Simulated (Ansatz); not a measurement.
A (110) slab of Cu (Fm-3m (No. 225)), 9 planes, outer planes Cu (top) and Cu (bottom), with 9 atoms (Cu9) in a surface cell of A = 8.979 Å², as cut from the bulk:

```
Cu
1.0
     2.51968    0.00000    0.00000
     0.00000    3.56337    0.00000
     0.00000    0.00000   25.07874
Cu
9
Direct
  0.50000 0.50000 0.29906
  0.00000 0.00000 0.34929
  0.50000 0.50000 0.39953
  0.00000 0.00000 0.44976
  0.50000 0.50000 0.50000
  0.00000 0.00000 0.55024
  0.50000 0.50000 0.60047
  0.00000 0.00000 0.65071
  0.50000 0.50000 0.70094
```

All numbers below come from DFT PBEsol, scalar-relativistic, plane waves, PAW in Ansatz 0.2.0. Cutoff 420 eV; k points 14×10×1 on the computed 9-atom cell (Γ-centred); Gaussian smearing, width 0.10 eV; no spin polarisation.

Against the same 9 atoms in the bulk, the slab as cut lies 2.213 eV higher and the relaxed slab 2.154 eV higher.

(1) Work out the surface energy before and after relaxation.

(2) A cut through this plane breaks about 6 nearest-neighbour bonds a surface cell. What does each broken bond cost, before relaxation?

(3) What is the ideal work of this cut, per area?

## Answers

(1) The slab has two faces, so γ = (E_slab − N·E_bulk)/(2A), the mean of both. As cut: 2.213/(2 × 8.979) = 0.1232 eV/Å², and 1 eV/Å² = 16.02 J/m², so γ = 1.97 J/m². Relaxed: 2.154/(2 × 8.979) = 0.1199 eV/Å² = 1.92 J/m². Relaxation recovers 3 % of the cost of cutting.

(2) One cut makes two faces and costs 2γA = 2.213 eV, shared by 6 bonds: 0.37 eV a bond. In a metal this is less than the cohesive energy a bond, since the bonds that remain at the surface strengthen.

(3) Griffith's ideal work is 2γ: 3.95 J/m² if the new faces stay rigid, 3.84 J/m² if they relax. One thickness was run, 9 planes, so γ can still shift with it.